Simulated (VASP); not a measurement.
A run of VASP 6.6.1:

Contents of INCAR:

```
SYSTEM = CaO
PREC = Accurate
ENCUT = 520
EDIFF = 1E-7
ISMEAR = 0
SIGMA = 0.1
LREAL = .FALSE.
LASPH = .TRUE.
NELM = 60
ALGO = Normal
ISIF = 3
LWAVE = .FALSE.
LCHARG = .FALSE.
GGA = PE
IBRION = 2
NSW = 80
EDIFFG = -0.002
PSTRESS = 120.0
```

KPOINTS

```
regular mesh
0
G
  4 4 4
  0 0 0
```

The input POSCAR:

```
CaO                                     
1.0
    0.0000000000      2.2727226933      2.2727226933
    2.2727226933      0.0000000000      2.2727226933
    2.2727226933      2.2727226933      0.0000000000
  Ca              O             
     1     1
Direct
     0.0000000000000000    0.0000000000000000    0.0000000000000000
     0.5000000000000000    0.5000000000000000    0.5000000000000000
```

Potentials or basis: VASP PAW PBE potentials, release 64 (Ca_sv, O).

Launch:

```console
$ cat potpaw_PBE.64/Ca_sv/POTCAR potpaw_PBE.64/O/POTCAR > POTCAR
$ mpirun -np 1 vasp_std > vasp.out
```

Hardware: 1 thread of Intel(R) Xeon(R) 6975P-C (Granite Rapids), on a shared host.

Problem. Estimate the wall time of this run.

Solution. Wall time 26 s on 1 thread of Intel(R) Xeon(R) 6975P-C (Granite Rapids) (shared host), peak memory 0.14 GiB. Counts: scf iterations 95, k points 8, ion steps 20.
